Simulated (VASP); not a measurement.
These are PBEsol GGA, VASP's PBE PAW potentials (set 64) (plane waves; VASP 6.6.1) values and carry that method's errors.

VASP ran on this input.

File POSCAR:
```
ZrO2
3.5831590
  0.0000000000   0.7071068434   0.7071068434
  0.7071068434   0.0000000000   0.7071068434
  0.7071068434   0.7071068434   0.0000000000
Zr O
1 2
direct
  0.0000000000   0.0000000000   0.0000000000
  0.2500000000   0.2500000000   0.2500000000
  0.7500000000   0.7500000000   0.7500000000
```

KPOINTS:
```
Automatic mesh
0
Gamma
8 8 8
0 0 0
```

### INCAR
```
# general
SYSTEM  = ZrO2
PREC    = Accurate
ENCUT   = 520
LREAL   = .FALSE.
LASPH   = .TRUE.

# electronic loop
EDIFF   = 1E-7
NELM    = 100
ALGO    = Normal
LMAXMIX = 4

# smearing
ISMEAR  = -5

# functional
GGA     = PS

# ions
ISIF    = 2

# output
LWAVE   = .FALSE.
LCHARG  = .TRUE.
LORBIT  = 11
NEDOS   = 601

# other
LEFG    = .TRUE.
```

POTCAR, in this order: Zr_sv O (PBE.64 set). Program: vasp_std.

The resulting files:

**OUTCAR**
```
 ion  position               nearest neighbor table
   1  0.000  0.000  0.000-   3 2.19   3 2.19   3 2.19   2 2.19   3 2.19   2 2.19   2 2.19   2 2.19
  LATTYP: Found a face centered cubic cell.
 ALAT       =     5.0673524998
 Subroutine PRICEL returns:
 Original cell was already a primitive cell.
 Subroutine GETGRP returns: Found 48 space group operations
The static configuration has the point symmetry O_h .
The dynamic configuration has the point symmetry O_h .
 Subroutine INISYM returns: Found 48 space group operations
 Subroutine IBZKPT returns following result:
 Found     29 irreducible k-points:

 Following reciprocal coordinates:
            Coordinates               Weight
  0.000000  0.000000  0.000000      1.000000
  0.125000  0.000000  0.000000      8.000000
  0.250000  0.000000  0.000000      8.000000
  0.375000  0.000000  0.000000      8.000000
  0.500000  0.000000  0.000000      4.000000
  0.125000  0.125000  0.000000      6.000000
  0.250000  0.125000  0.000000     24.000000
  0.375000  0.125000  0.000000     24.000000
  0.500000  0.125000  0.000000     24.000000
 -0.375000  0.125000  0.000000     24.000000
 -0.250000  0.125000  0.000000     24.000000
 -0.125000  0.125000  0.000000     12.000000
  0.250000  0.250000  0.000000      6.000000
  0.375000  0.250000  0.000000     24.000000
  0.500000  0.250000  0.000000     24.000000
 -0.375000  0.250000  0.000000     24.000000
 -0.250000  0.250000  0.000000     12.000000
  0.375000  0.375000  0.000000      6.000000
  0.500000  0.375000  0.000000     24.000000
 -0.375000  0.375000  0.000000     12.000000
  0.500000  0.500000  0.000000      3.000000
  0.375000  0.250000  0.125000     24.000000
  0.500000  0.250000  0.125000     48.000000
 -0.375000  0.250000  0.125000     24.000000
  0.500000  0.375000  0.125000     24.000000
...
```

**OSZICAR**
```
       N       E                     dE             d eps       ncg     rms          rms(c)
DAV:   1     0.194726842029E+03    0.19473E+03   -0.14624E+04   928   0.154E+03
DAV:   2    -0.276875165900E+02   -0.22241E+03   -0.21958E+03  1232   0.389E+02
DAV:   3    -0.355892113116E+02   -0.79017E+01   -0.78961E+01  1424   0.748E+01
DAV:   4    -0.357505895832E+02   -0.16138E+00   -0.16135E+00  1232   0.836E+00
DAV:   5    -0.357541778806E+02   -0.35883E-02   -0.35883E-02  1288   0.875E-01    0.259E+01
DAV:   6    -0.300468036636E+02    0.57074E+01   -0.32614E+01  1016   0.447E+01    0.109E+01
DAV:   7    -0.299675047772E+02    0.79299E-01   -0.13070E+00  1296   0.939E+00    0.664E+00
DAV:   8    -0.299242775783E+02    0.43227E-01   -0.16189E-01  1232   0.422E+00    0.437E-01
DAV:   9    -0.299241507054E+02    0.12687E-03   -0.15509E-02  1208   0.892E-01    0.311E-01
DAV:  10    -0.299246512330E+02   -0.50053E-03   -0.47330E-03  1024   0.689E-01    0.142E-01
DAV:  11    -0.299246412030E+02    0.10030E-04   -0.14970E-03  1144   0.328E-01    0.127E-01
DAV:  12    -0.299245891146E+02    0.52088E-04   -0.27551E-04  1120   0.132E-01    0.480E-03
DAV:  13    -0.299245899704E+02   -0.85579E-06   -0.90266E-06  1120   0.240E-02    0.380E-03
DAV:  14    -0.299245899872E+02   -0.16808E-07   -0.18440E-06  1152   0.889E-03    0.572E-03
DAV:  15    -0.299245898373E+02    0.14986E-06   -0.17941E-07   816   0.422E-03    0.731E-04
DAV:  16    -0.299245898254E+02    0.11908E-07   -0.17715E-08   640   0.117E-03
   1 F= -.29924590E+02 E0= -.29924590E+02  d E =0.000000E+00
```

OUTCAR:
```
------------------------ aborting loop because EDIFF is reached ----------------------------------------
  FORCE on cell =-STRESS in cart. coord.  units (eV):
  Direction    XX          YY          ZZ          XY          YZ          ZX
  --------------------------------------------------------------------------------------
  Total       -0.0071490     -0.0071490     -0.0071490      0.0000000     -0.0000000     -0.0000000
  in kB       -0.3521040     -0.3521040     -0.3521040      0.0000000     -0.0000000     -0.0000000
  external PRESSURE =      -0.3521040 kB  Pullay stress =       0.0000000 kB
  volume of cell :       32.53
      direct lattice vectors                 reciprocal lattice vectors
     0.000000000  2.533676250  2.533676250    -0.197341709  0.197341709  0.197341709
     2.533676250  0.000000000  2.533676250     0.197341709 -0.197341709  0.197341709
     2.533676250  2.533676250  0.000000000     0.197341709  0.197341709 -0.197341709
 POSITION                                       TOTAL-FORCE (eV/Angst)
 -----------------------------------------------------------------------------------
      0.00000      0.00000      0.00000         0.000000     -0.000000     -0.000000
      1.26684      1.26684      1.26684         0.000000      0.000000      0.000000
      3.80051      3.80051      3.80051        -0.000000      0.000000     -0.000000
 -----------------------------------------------------------------------------------
    total drift:                                0.000000      0.000000      0.000000
  FREE ENERGIE OF THE ION-ELECTRON SYSTEM (eV)
  ---------------------------------------------------
  free  energy   TOTEN  =       -29.9245898254 eV

  energy  without entropy=      -29.9245898254  energy(sigma->0) =      -29.92458983

 total charge

# of ion       s       p       d       tot
------------------------------------------
    1        2.174   6.053   1.337   9.564
    2        1.560   3.525   0.000   5.085
    3        1.560   3.525   0.000   5.085
--------------------------------------------------
tot          5.293  13.104   1.337  19.733
```
(Selected blocks of OUTCAR.)

The compound is ZrO2 in the fluorite structure, the high-temperature cubic form, which is unstable at 0 K; the monoclinic form is the stable one. It was relaxed first.
